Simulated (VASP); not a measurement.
# GaSe (P6_3/mmc) in VASP: further runs

The runs below take GaSe through relaxation of cell and atoms, with PBE, LDA, PBE+D3(BJ).

All numbers are computed with VASP 6.6.1; they aren't measurements. Logs are shortened: lines on timing, memory, paths and dates and some standing lists are left out, and cuts for length are marked.

## (1) The crystal as given

Symmetry: P6_3/mmc, No. 194, hexagonal system. Conventional cell: a = 3.825 Å, b = 3.825 Å, c = 17.794 Å, α = 90.00°, β = 90.00°, γ = 120.00°. Ga (site symmetry 3m) is surrounded by 1 Ga at 2.47 Å and 3 Se at 2.50 Å. Se (site symmetry 3m) is surrounded by 3 Ga at 2.50 Å.

## (2) Relaxation of cell and atoms, PBE

Contents of INCAR:

```
SYSTEM = GaSe
  PREC = Accurate
  ENCUT = 300
  EDIFF = 1E-7
  ISMEAR = 0
  SIGMA = 0.03
  LREAL = .FALSE.
  LASPH = .TRUE.
  NELM = 80
  ALGO = Normal
  ISIF = 3
  LWAVE = .FALSE.
  LCHARG = .FALSE.
  GGA = PE
  IBRION = 2
  NSW = 90
  EDIFFG = -0.005
  KPAR = 2
```

Contents of KPOINTS:

```
regular mesh
0
G
  6 6 1
  0 0 0
```

Contents of POSCAR:

```
GaSe                                    
1.0
    3.8253295375      0.0000000000     -0.0000000000
   -1.9126647687      3.3128325574      0.0000000000
    0.0000000000      0.0000000000     17.7937845623
  Ga              Se            
     4     4
Direct
     0.3333333332999970    0.6666666667000030    0.1805760446756840
     0.6666666667000030    0.3333333332999970    0.6805760446756839
     0.3333333332999970    0.6666666667000030    0.3194239553243160
     0.6666666667000030    0.3333333332999970    0.8194239553243161
     0.3333333332999970    0.6666666667000030    0.6145444928784987
     0.6666666667000030    0.3333333332999970    0.1145444928784990
     0.3333333332999970    0.6666666667000030    0.8854555071215013
     0.6666666667000030    0.3333333332999970    0.3854555071215010
```

Potentials or basis: VASP PAW PBE potentials, release 64 (Ga, Se).

Launch:

```
cat potpaw_PBE.64/Ga/POTCAR potpaw_PBE.64/Se/POTCAR > POTCAR
mpirun -np 2 vasp_std > vasp.out
```

OUTCAR:

```text
SYSTEM = GaSe
   PREC = Accurate
   ENCUT = 300
   EDIFF = 1E-7
   ISMEAR = 0
   LREAL = .FALSE.
   LASPH = .TRUE.
   NELM = 80
   ISIF = 3
   GGA = PE
   IBRION = 2
   NSW = 90
   EDIFFG = -0.005

 ion  position               nearest neighbor table
   1  0.333  0.667  0.181-   3 2.47   6 2.50   6 2.50   6 2.50
   2  0.667  0.333  0.681-   4 2.47   5 2.50   5 2.50   5 2.50
   3  0.333  0.667  0.319-   1 2.47   8 2.50   8 2.50   8 2.50
   4  0.667  0.333  0.819-   2 2.47   7 2.50   7 2.50   7 2.50
   5  0.333  0.667  0.615-   2 2.50   2 2.50   2 2.50
   6  0.667  0.333  0.115-   1 2.50   1 2.50   1 2.50
   7  0.333  0.667  0.885-   4 2.50   4 2.50   4 2.50
   8  0.667  0.333  0.385-   3 2.50   3 2.50   3 2.50

  LATTYP: Found a hexagonal cell.
 ALAT       =     3.8253295375
 C/A-ratio  =     4.6515690708

  Lattice vectors:

 A1 = (   3.8253295375,   0.0000000000,   0.0000000000)
 A2 = (  -1.9126647687,   3.3128325574,   0.0000000000)
 A3 = (   0.0000000000,   0.0000000000,  17.7937845623)

Analysis of symmetry for initial positions (statically):
=====================================================================
 Subroutine PRICEL returns:
 Original cell was already a primitive cell.

 Routine SETGRP: Setting up the symmetry group for a
 hexagonal supercell.

 Subroutine GETGRP returns: Found 24 space group operations
 (whereof 12 operations were pure point group operations)
 out of a pool of 24 trial point group operations.

The static configuration has the point symmetry D_3d.
 The point group associated with its full space group is D_6h.

Analysis of symmetry for dynamics (positions and initial velocities):
=====================================================================
 Subroutine PRICEL returns:
 Original cell was already a primitive cell.

 Routine SETGRP: Setting up the symmetry group for a
 hexagonal supercell.

 Subroutine GETGRP returns: Found 24 space group operations
 (whereof 12 operations were pure point group operations)
 out of a pool of 24 trial point group operations.

The dynamic configuration has the point symmetry D_3d.
 The point group associated with its full space group is D_6h.

 Subroutine INISYM returns: Found 24 space group operations
 (whereof 12 operations are pure point group operations),
 and found     1 'primitive' translations

----------------------------------------------------------------------------------------

                                     Primitive cell

  volume of cell :     225.4949

  direct lattice vectors                    reciprocal lattice vectors
     3.825329538  0.000000000  0.000000000     0.261415387  0.150928244  0.000000000
    -1.912664769  3.312832557  0.000000000     0.000000000  0.301856488  0.000000000
     0.000000000  0.000000000 17.793784562     0.000000000  0.000000000  0.056199399

  length of vectors
     3.825329538  3.825329538 17.793784562     0.301856488  0.301856488  0.056199399

  position of ions in fractional coordinates (direct lattice)
     0.333333333  0.666666667  0.180576045
     0.666666667  0.333333333  0.680576045
     0.333333333  0.666666667  0.319423955
     0.666666667  0.333333333  0.819423955
     0.333333333  0.666666667  0.614544493
     0.666666667  0.333333333  0.114544493
     0.333333333  0.666666667  0.885455507
     0.666666667  0.333333333  0.385455507

  ion indices of the primitive-cell ions
   primitive index   ion index
                 1           1
                 2           2
                 3           3
                 4           4
                 5           5
                 6           6
                 7           7
                 8           8

----------------------------------------------------------------------------------------

 KPOINTS: regular mesh

Automatic generation of k-mesh.
 Grid dimensions read from file:
 generate k-points for:    6    6    1

 Generating k-lattice:

  Cartesian coordinates                     Fractional coordinates (reciprocal lattice)
     0.043569231  0.025154707  0.000000000     0.166666667  0.000000000  0.000000000
     0.000000000  0.050309415  0.000000000     0.000000000  0.166666667  0.000000000
     0.000000000  0.000000000  0.056199399     0.000000000  0.000000000  1.000000000

  Length of vectors
     0.050309415  0.050309415  0.056199399

  Shift w.r.t. Gamma in fractional coordinates (k-lattice)
     0.000000000  0.000000000  0.000000000

 Subroutine IBZKPT returns following result:
 ===========================================

 Found      7 irreducible k-points:

 Following reciprocal coordinates:
            Coordinates               Weight
  0.000000  0.000000  0.000000      1.000000
  0.166667  0.000000  0.000000      6.000000
  0.333333  0.000000  0.000000      6.000000
  0.500000  0.000000  0.000000      3.000000
  0.166667  0.166667  0.000000      6.000000
  0.333333  0.166667  0.000000     12.000000
  0.333333  0.333333  0.000000      2.000000
   k-points           NKPTS =      7   k-points in BZ     NKDIM =      7   number of bands    NBANDS=     23
   number of dos      NEDOS =    301   number of ions     NIONS =      8
   total plane-waves  NPLWV =  62208
   dimension x,y,z NGX =    24 NGY =   24 NGZ =  108
   dimension x,y,z NGXF=    48 NGYF=   48 NGZF=  216
   ions per type =               4   4
   NGX,Y,Z   is equivalent  to a cutoff of  10.43, 10.43, 10.09 a.u.
   NGXF,Y,Z  is equivalent  to a cutoff of  20.86, 20.86, 20.18 a.u.
 SYSTEM =  GaSe
   PREC   = accura    normal or accurate (medium, high low for compatibility)
   ISTART =      0    job   : 0-new  1-cont  2-samecut
   ICHARG =      2    charge: 1-file 2-atom 10-const
   ISPIN  =      1    spin polarized calculation?
   LNONCOLLINEAR =      F non collinear calculations
   LSORBIT =      F    spin-orbit coupling
   LASPH  =      T    aspherical Exc in radial PAW
   ENCUT  =  300.0 eV  22.05 Ry    4.70 a.u.   5.40  5.40 25.13*2*pi/ulx,y,z
   NELM   =     80;   NELMIN=  2; NELMDL= -5     # of ELM steps
   EDIFF  = 0.1E-06   stopping-criterion for ELM
   LREAL  =      F    real-space projection
   EDIFFG = -.5E-02   stopping-criterion for IOM
   NSW    =     90    number of steps for IOM
   IBRION =      2    ionic relax: 0-MD 1-quasi-New 2-CG
   NFREE  =      1    steps in history (QN), initial steepest desc. (CG)
   ISIF   =      3    stress and relaxation
   ISYM   =      2    0-nonsym 1-usesym 2-fastsym
   POTIM  = 0.5000    time-step for ionic-motion
   TEBEG  =    0.0;   TEEND  =   0.0 temperature during run
   PSTRESS=    0.0 pullay stress
   NELECT =      36.0000    total number of electrons
   NUPDOWN=      -1.0000    fix difference up-down
   EMIN   =  10.00;   EMAX   =-10.00  energy-range for DOS
   EFERMI =   0.00;   METHOD = LEGACY
   ISMEAR =     0;   SIGMA  =   0.03  broadening in eV -4-tet -1-fermi 0-gaus
   EFERMI_NEDOS =   21; number of points for ismear=-14 and -15
   IALGO  =     38    algorithm
   IMIX   =      4    mixing-type and parameters
     AMIX     =   0.40;   BMIX     =  1.00
     AMIX_MAG =   1.60;   BMIX_MAG =  1.00
  volume/ion in A,a.u.               =      28.19       190.21
  Fermi-wavevector in a.u.,A,eV,Ry     =   0.888103  1.678272 10.731287  0.788727
  Thomas-Fermi vector in A             =   2.009489
   LORBIT       =      0    0 simple, 1 ext, 2 COOP (PROOUT), +10 PAW based schemes
   GGA     = PE    functional components
   LHFCALC =     F    Hartree Fock is set to
   AEXX    =    0.0000 exact exchange contribution
   IVDW    =     0    specifies the selected vdW correction
   LEPSILON=     F    determine dielectric tensor
   LRPA    =     F    only Hartree local field effects (RPA)
 conjugate gradient relaxation of ions
 non-spin polarized calculation
 Gauss-broadening in eV      SIGMA  =   0.03
  energy-cutoff  :      300.00
  volume of cell :      225.49
 maximum number of plane-waves:      2739
 NGX is ok and might be reduce to    24
   NGX = 11   NGY = 11   NGZ = 51

--------------------------------------- Ionic step        1  -------------------------------------------

 number of electron      36.0000007 magnetization

 Free energy of the ion-electron system (eV)
  ---------------------------------------------------
  ext. energy  EPLUGINS =         0.00000000
  ---------------------------------------------------
  free energy    TOTEN  =       -30.44015355 eV

  energy without entropy =      -30.44015355  energy(sigma->0) =      -30.44015355

------------------------ aborting loop because EDIFF is reached ----------------------------------------

  FORCE on cell =-STRESS in cart. coord.  units (eV):
  Direction    XX          YY          ZZ          XY          YZ          ZX
  --------------------------------------------------------------------------------------
  -------------------------------------------------------------------------------------
  Total       -0.0103572     -0.0103572      0.1097825     -0.0000000      0.0000000      0.0000000
  in kB       -0.0735897     -0.0735897      0.7800221     -0.0000000      0.0000000      0.0000000
  external PRESSURE =       0.2109476 kB  Pullay stress =       0.0000000 kB
[... 107 lines left out ...]
  FREE ENERGIE OF THE ION-ELECTRON SYSTEM (eV)
  ---------------------------------------------------
  free  energy   TOTEN  =       -30.4402394428 eV

  energy  without entropy=      -30.4402394428  energy(sigma->0) =      -30.44023944

[... ionic steps 4 to 16 ...]

--------------------------------------- Ionic step       17  -------------------------------------------

 number of electron      36.0000003 magnetization

------------------------ aborting loop because EDIFF is reached ----------------------------------------

  FORCE on cell =-STRESS in cart. coord.  units (eV):
  Direction    XX          YY          ZZ          XY          YZ          ZX
  --------------------------------------------------------------------------------------
  -------------------------------------------------------------------------------------
  Total       -0.0771543     -0.0771543      0.0099985     -0.0000000      0.0000000      0.0000000
  in kB       -0.5316542     -0.5316542      0.0688977     -0.0000000      0.0000000      0.0000000
  external PRESSURE =      -0.3314703 kB  Pullay stress =       0.0000000 kB
[... 69 lines left out ...]
  energy  without entropy=      -30.4427607837  energy(sigma->0) =      -30.44276078

--------------------------------------- Ionic step       19  -------------------------------------------

 number of electron      36.0000006 magnetization

 Free energy of the ion-electron system (eV)
  ---------------------------------------------------
  ext. energy  EPLUGINS =         0.00000000
  ---------------------------------------------------
  free energy    TOTEN  =       -30.44285941 eV

  energy without entropy =      -30.44285941  energy(sigma->0) =      -30.44285941

 E-fermi :   0.7816     XC(G=0):  -7.9487

 val. band max:        0.5957306601   @ k =   0.0000   0.0000   0.0000
 cond. band min:       1.9866299132   @ k =   0.0000   0.0000   0.0000
 fundamental gap:      1.3908992531
 Fermi energy:         0.7816232693

 k-point     1 :       0.0000    0.0000    0.0000
  band No.  band energies     occupation
      1     -12.7761      2.00000
      2     -12.7569      2.00000
      3     -12.6383      2.00000
      4     -12.6171      2.00000
      5      -5.5925      2.00000
      6      -5.5248      2.00000
[... 206 lines left out ...]
  FREE ENERGIE OF THE ION-ELECTRON SYSTEM (eV)
  ---------------------------------------------------
  free  energy   TOTEN  =       -30.4428594051 eV

  energy  without entropy=      -30.4428594051  energy(sigma->0) =      -30.44285941

 reached required accuracy - stopping structural energy minimisation
```

It took 2.5 min on 2 MPI ranks of Intel Xeon Platinum 8488C (Sapphire Rapids), shared host; peak memory 0.22 GiB.

What came out:

| Quantity | Value |
| --- | --- |
| Free energy | -30.4429 eV |
| Relaxed volume | 29.16 Å³/atom |
| Relaxed cell | a = 3.823 Å, b = 3.823 Å, c = 18.423 Å, α = 90.00°, β = 90.00°, γ = 120.00° |
| Space group after relaxing (to 0.05 Å) | P6_3/mmc (No. 194) |
| Energy gained by relaxing | 0.3 meV/atom |
| Ionic steps | 19 |
| Pressure after relaxing | 0.0 GPa |
| Largest force after relaxing | 0.003 eV/Å |
| Band gap on the k mesh | 1.39 eV, direct |

Forces in eV/Å, atoms in the order of the input:
```
Ga   0.000  0.000  0.000
Ga   0.000  0.000  0.000
Ga   0.000  0.000  0.000
Ga   0.000  0.000  0.000
Se   0.000  0.000  0.003
Se   0.000  0.000  0.003
Se   0.000  0.000 -0.003
Se   0.000  0.000 -0.003
```

Step by step:
```csv
step,energy change (eV),largest force (eV/Å),pressure (GPa),volume (Å³)
1,0.0000,0.0048,0.02,225.49
2,-0.0001,0.0092,0.00,225.62
3,-0.0001,0.0167,-0.03,225.77
4,-0.0001,0.0160,-0.02,225.77
5,-0.0002,0.0137,0.02,225.76
6,-0.0002,0.0151,0.08,225.74
7,-0.0003,0.0135,0.05,225.75
8,-0.0003,0.0120,0.05,225.79
9,-0.0004,0.0147,0.05,225.92
10,-0.0006,0.0202,0.04,226.19
11,-0.0007,0.0443,0.03,226.71
12,-0.0008,0.0430,0.03,226.82
13,-0.0010,0.0390,0.02,227.15
14,-0.0014,0.0310,0.02,227.80
15,-0.0020,0.0151,0.02,229.11
16,-0.0025,0.0163,0.01,231.72
17,-0.0026,0.0045,-0.03,232.51
18,-0.0026,0.0049,-0.05,232.86
19,-0.0027,0.0032,0.00,233.25
```

Final structure:
```yaml
crystal:
  lattice:
    - [3.82349, 0.00000, 0.00000]
    - [-1.91175, 3.31124, 0.00000]
    - [0.00000, 0.00000, 18.42314]
  atoms:
    - { symbol: Ga, position: [0.33333, 0.66667, 0.18293] }
    - { symbol: Ga, position: [0.66667, 0.33333, 0.68293] }
    - { symbol: Ga, position: [0.33333, 0.66667, 0.31707] }
    - { symbol: Ga, position: [0.66667, 0.33333, 0.81707] }
    - { symbol: Se, position: [0.33333, 0.66667, 0.61907] }
    - { symbol: Se, position: [0.66667, 0.33333, 0.11907] }
    - { symbol: Se, position: [0.33333, 0.66667, 0.88093] }
    - { symbol: Se, position: [0.66667, 0.33333, 0.38093] }
```

Caveat: an odd mesh through Γ misses points on the zone boundary, where band edges often lie; this functional lacks dispersion, which binds the layers, so the pressure and a relaxed spacing across them are unreliable. As with any semilocal functional, this PBE gap is likely too small.

## (3) Relaxation of cell and atoms, LDA

This run uses another cell than the first one, of 24.13 Å³/atom, 0.856 times its volume.

Contents of INCAR:

```
SYSTEM = GaSe
ALGO = Normal
EDIFF = 1E-6
EDIFFG = -0.01
ENCUT = 600
IBRION = 2
ISIF = 3
ISMEAR = 0
KPAR = 2
LASPH = .True.
LCHARG = .False.
LREAL = .False.
LWAVE = .False.
NELM = 80
NSW = 90
PREC = Accurate
SIGMA = 0.03
```

Contents of KPOINTS:

```
k-points
0
Gamma
  12 12 2
  0 0 0
```

Contents of POSCAR:

```
GaSe
1.0
    3.7420000000      0.0000000000      0.0000000000
   -1.8710000000      3.2406670610      0.0000000000
    0.0000000000      0.0000000000     15.9190000000
Ga Se
4 4
Direct
    0.3333333333      0.6666666667      0.1770000000
    0.6666666667      0.3333333333      0.6770000000
    0.3333333333      0.6666666667      0.3230000000
    0.6666666667      0.3333333333      0.8230000000
    0.3333333333      0.6666666667      0.6000000000
    0.6666666667      0.3333333333      0.1000000000
    0.3333333333      0.6666666667      0.9000000000
    0.6666666667      0.3333333333      0.4000000000
```

Potentials or basis: VASP PAW LDA potentials, release 64 (Ga_d, Se).

Launch:

```
cat potpaw_LDA.64/Ga_d/POTCAR potpaw_LDA.64/Se/POTCAR > POTCAR
mpirun -np 2 vasp_std > vasp.out
```

It took 14 min on 2 MPI ranks of AMD EPYC 9R45 (Zen 5), shared host; peak memory 0.46 GiB.

Results (log left out):

* Free energy: -35.4074 eV
* Relaxed volume: 23.53 Å³/atom
* Relaxed cell: a = 3.714 Å, b = 3.714 Å, c = 15.755 Å, α = 90.00°, β = 90.00°, γ = 120.00°
* Space group after relaxing (to 0.05 Å): P6_3/mmc (No. 194)
* Energy gained by relaxing: 18.1 meV/atom
* Ionic steps: 16
* Pressure after relaxing: 0.0 GPa
* Largest force after relaxing: 0.005 eV/Å
* Band gap on the k mesh: 0.86 eV, direct

Forces on the atoms (eV/Å):
```
Ga   0.000  0.000  0.001
Ga   0.000  0.000  0.001
Ga   0.000  0.000 -0.001
Ga   0.000  0.000 -0.001
Se   0.000  0.000 -0.005
Se   0.000  0.000 -0.005
Se   0.000  0.000  0.005
Se   0.000  0.000  0.005
```

Step by step:
```
step  energy change (eV)  largest force (eV/Å)  pressure (GPa)  volume (Å³)
   1              0.0000                1.2233           -1.67       193.04
   2             -0.0839                0.6005            1.81       186.09
   3             -0.1401                0.0780            0.32       188.77
   4             -0.1401                0.1007            0.25       188.85
   5             -0.1421                0.0510           -0.14       189.85
   6             -0.1422                0.0476           -0.12       189.91
   7             -0.1422                0.0411           -0.19       190.05
   8             -0.1429                0.0348           -0.04       189.74
   9             -0.1429                0.0385            0.01       189.72
  10             -0.1429                0.0358            0.00       189.74
  11             -0.1432                0.0326            0.00       189.63
  12             -0.1433                0.0308           -0.02       189.56
  13             -0.1437                0.0249            0.00       189.41
  14             -0.1442                0.0137           -0.02       189.12
  15             -0.1447                0.0089           -0.02       188.54
  16             -0.1448                0.0050            0.03       188.20
```

Final structure:
```
Ga Se
1.0
     3.71393    0.00000    0.00000
    -1.85697    3.21636    0.00000
     0.00000    0.00000   15.75510
Ga Se
4 4
Direct
  0.33333 0.66667 0.17364
  0.66667 0.33333 0.67364
  0.33333 0.66667 0.32636
  0.66667 0.33333 0.82636
  0.33333 0.66667 0.59964
  0.66667 0.33333 0.09964
  0.33333 0.66667 0.90036
  0.66667 0.33333 0.40036
```

Levels at points of the mesh, in eV from the valence-band top:
| k point | band 36 | band 37 | band 38 | band 39 | band 40 | band 41 |
| --- | --- | --- | --- | --- | --- | --- |
| (0.00, 0.00, 0.00) | -1.23 | -1.23 | 0.00 | 0.86 | 1.88 | 2.06 |
| (0.50, 0.00, 0.00) | -2.48 | -2.39 | -1.98 | 0.89 | 1.06 | 1.64 |
| (0.00, 0.00, 0.50) | -1.27 | -0.99 | -0.99 | 1.55 | 1.55 | 2.12 |
| (0.50, 0.00, 0.50) | -2.56 | -2.32 | -2.32 | 1.23 | 1.23 | 1.46 |

(Continued in part 2 of 2.)
